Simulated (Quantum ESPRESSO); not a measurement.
**As in Quantum ESPRESSO: the effect of functional**

The system is As.

```xyz
2
Lattice="1.8808 1.0859 3.5141 -1.8808 1.0859 3.5141 0.0000 -2.1718 3.5141" Properties=species:S:1:pos:R:3 pbc="T T T"
As    0.0000    0.0000    2.3825
As    0.0000    0.0000    8.1597
```

Alike in all runs:

| Quantity | Value |
| --- | --- |
| Program | Quantum ESPRESSO 7.5 |
| Task | phonons |
| k mesh | 6 × 6 × 6 |
| Occupations | cold, width 0.2 eV |
| Spin | no spin polarisation |

Each run relaxes the cell or the atoms first.

**Question.** One run gave: relaxed volume 23.33 Å³/atom. Which functional did it use?
A. AM05
B. vdW-DF-cx
C. LDA
D. RPBE
E. PBEsol

**Answer.** D.

```csv
functional,potentials or basis,cutoff,relaxed volume (Å³/atom)
LDA,PseudoDojo 0.4.1 SR LDA standard,1088 eV,20.51
PBEsol,PseudoDojo 0.4.1 SR PBEsol standard,1143 eV,21.02
RPBE,PseudoDojo 0.4.1 SR PBE standard,1143 eV,23.33
AM05,PseudoDojo 0.4.1 SR PBE standard,1143 eV,21.06
revPBE,PseudoDojo 0.4.1 SR PBE standard,1143 eV,23.07
vdW-DF-cx,PseudoDojo 0.4.1 SR PBE standard,1143 eV,21.27
```

Caveats: the mesh is thin for the phonons of a metal; the layers were relaxed without a dispersion term, so their spacing and the soft interlayer modes are unreliable (some runs); the potentials were made for another functional, which shifts forces and pressure (some runs).

Runs at the PBE level aren't shown here.
